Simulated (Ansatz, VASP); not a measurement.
Two plane-wave programs on Sb

The input INCAR:

```
SYSTEM = Sb
AGGAC    = 1.0          
AGGAX    = 1.0          
ALDAC    = 0.0          
ALDAX    = 1.0          
ALGO     = Normal         ! electronic algorithm
EDIFF    = 1E-6           ! SCF threshold, eV
ENCUT    = 520            ! plane-wave cutoff, eV
GGA      = B5             ! functional
ISIF     = 2              ! what is computed and relaxed
ISMEAR   = -1             ! smearing method
LASPH    = .TRUE.         ! aspherical terms in the spheres
LCHARG   = .TRUE.         ! write CHGCAR
LELF     = .TRUE.         ! ELF
LREAL    = .FALSE.        ! projectors in reciprocal space
LVHAR    = .TRUE.       
LWAVE    = .FALSE.        ! write WAVECAR
NBANDS   = 12             ! bands
NELM     = 60             ! most SCF steps
PREC     = Accurate       ! precision mode
SIGMA    = 0.1            ! smearing width, eV
```

KPOINTS

```
k-points
0
G
  12 12 6
  0 0 0
```

Contents of POSCAR:

```
Sb
1.0
    3.5141717746      0.0000000000      0.0000000000
   -1.7570858873      3.0433620300      0.0000000000
    0.0000000000      0.0000000000      5.8876567501
Sb
2
Direct
    0.3333333333      0.6666666667      0.2500000000
    0.6666666667      0.3333333333      0.7500000000
```

Input for Ansatz:

```yaml
crystal:
  lattice:
    - [3.5141717746, 0.0, 0.0]
    - [-1.7570858873, 3.04336203, 0.0]
    - [0.0, 0.0, 5.8876567501]
  atoms:
    - { symbol: Sb, position: [0.3333333333, 0.6666666667, 0.25] }
    - { symbol: Sb, position: [0.6666666667, 0.3333333333, 0.75] }
hamiltonian:
  xc: blyp
  pseudopotentials:
    kind: paw
    azcp:
      Sb: "pseudopotentials/Sb.paw.azcp"
basis:
  ecutwfc: 420
  fft_grid_basis: typed
kpoints:
  mp_grid: { grid: [12, 12, 6], shift: [0, 0, 0] }
magnetization:
  spin_polarized: false
scf:
  occupations: { method: fermi_dirac, width: 0.1 }
  lower_state_search: "off"
output:
  stress: true
```

Alike in both runs: task single point; functional BLYP; k mesh 12 × 12 × 6; occupations fermi-dirac, width 0.1 eV; no spin polarisation.

|  | VASP | Ansatz |
| --- | --- | --- |
| version | VASP 6.6.1 | Ansatz 0.2.0 |
| potentials or method | VASP PAW PBE potentials, release 64 (Sb) | plane waves (420 eV) with PAW, scalar-relativistic |
| plane-wave cutoff (eV) | 520 | 420 |
| valence electrons in the cell | 10 | 30 |

```tsv
	VASP	Ansatz	Ansatz less VASP
pressure (GPa)	-1.6	-1.7	-0.10
largest component of the traceless stress (GPa)	0.16	0.18	+0.015
```

The two sets of potentials don't hold the same shells in valence.

Caveats: the PAW data sets were made with another functional, which shifts forces and pressure a little (VASP). Spin-orbit coupling is left out, which matters for the levels of Sb.
